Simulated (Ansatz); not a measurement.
# As: energy and pressure over a range of volumes

One table from this session's results is given with a row withheld; the runs are named, their logs left out.

Method: DFT PBE, scalar-relativistic, in Ansatz 0.2.0.

## The system as given

The structure is trigonal, space group R-3m (No. 166). Conventional cell: a = 3.759 Å, b = 3.759 Å, c = 10.457 Å, α = 90.00°, β = 90.00°, γ = 120.00°. As (site symmetry 3m) has 3 As at 2.52 Å as nearest neighbours.

Structure file:

```cif
data_structure
_symmetry_space_group_name_H-M 'R-3m:H'
_symmetry_Int_Tables_number 166
_cell_length_a 3.7595
_cell_length_b 3.7595
_cell_length_c 10.4573
_cell_angle_alpha 90.000
_cell_angle_beta 90.000
_cell_angle_gamma 120.000
_cell_volume 128.00
loop_
_atom_site_label
_atom_site_type_symbol
_atom_site_symmetry_multiplicity
_atom_site_Wyckoff_symbol
_atom_site_fract_x
_atom_site_fract_y
_atom_site_fract_z
_atom_site_occupancy
As1 As 6 c 0.33333 0.66667 0.89421 1
```

The file gives the conventional cell by its symmetry; the runs use the cell typed in the input.

The cell is a measured one (Crystallography Open Database entry 9009651); the temperature and pressure of the measurement aren't taken into account, and nothing was relaxed.

Atoms are numbered in the order of the input: As1, As2.

The first run:

File input.yaml:

```yaml
crystal:
  lattice:
    - [1.8417028838, 1.0633076557, 3.4152171905]
    - [-1.8417028838, 1.0633076557, 3.4152171905]
    - [0.0, -2.1266153114, 3.4152171905]
  atoms:
    - { symbol: As, position: [0.22754, 0.22754, 0.22754] }
    - { symbol: As, position: [0.77246, 0.77246, 0.77246] }
kpoints:
  mp_grid: { grid: [11, 11, 11] }
scf:
  occupations: { method: fermi_dirac, width: 0.03 }
hamiltonian:
  xc: pbe
  pseudopotentials: { kind: all_electron, lapw: { basis_error: 0.00025 } }
output:
  forces: true
  stress: true
  eigenvalues: true
```

Among the steps run: Volume × 0.9405, LAPW; Volume × 0.9405, PAW; Volume × 0.9405, crystal datasets; Volume × 0.97, LAPW; Volume × 0.97, PAW; Volume × 1.03, LAPW; Volume × 1.03, PAW; Volume × 1.06, LAPW; Volume × 1.06, PAW; Volume × 1.06, crystal datasets.

One of the session's tables, all rows but one given; the rest of the session is left out.

It belongs to the step «Fits». 

| method | volume (Å³/atom) | pressure (GPa) | largest force (eV/Å) |
| --- | --- | --- | --- |
| LAPW | 20.064 | 9.39 | 0.663 |
| LAPW | 20.693 | 6.30 | 0.428 |
| LAPW | 21.333 | 3.57 | 0.218 |
| LAPW | 21.973 | 1.23 | 0.029 |
| LAPW | 22.613 | -0.79 | 0.143 |
| PAW | 20.064 | ? | ? |
| PAW | 20.693 | 6.29 | 0.431 |
| PAW | 21.333 | 3.56 | 0.221 |
| PAW | 21.973 | 1.22 | 0.031 |
| PAW | 22.613 | -0.80 | 0.141 |
| crystal datasets | 20.064 | 9.39 | 0.663 |
| crystal datasets | 21.333 | 3.57 | 0.219 |
| crystal datasets | 22.613 | -0.79 | 0.142 |

Q: Estimate the row for PAW, 20.064 from the others.

As computed: pressure (GPa): 9.39; largest force (eV/Å): 0.665.

Limits of these values: Shape and positions are held, so a fully relaxed modulus can be lower. Warnings in the runs' records: crystal datasets made.
